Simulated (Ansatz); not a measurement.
Six crystals in the fcc structure, computed with PBE in Ansatz (plane waves, PAW datasets (generated hard set); cutoff 700 eV), no spin polarisation, no spin–orbit coupling, Fermi–Dirac smearing of 0.061 eV, k-spacing 0.11 to 0.12 Å⁻¹.

Rank them by bulk modulus, stiffest first.
A. Bi
B. Sn
C. Cd
D. Pd
E. Eu
F. Ge

D (168 GPa), F (63 GPa), A (51 GPa), B (46 GPa), C (42 GPa), E (17.3 GPa).

Model structures, not the usual forms at ambient conditions (metastable or hypothetical): Cd, Sn, Bi, Ge, Eu. Spin–orbit coupling is left out, which matters for 6p elements such as Tl, Pb and Bi. The open f shell of Eu is treated without spin here, so this is a model state and not the ground state.
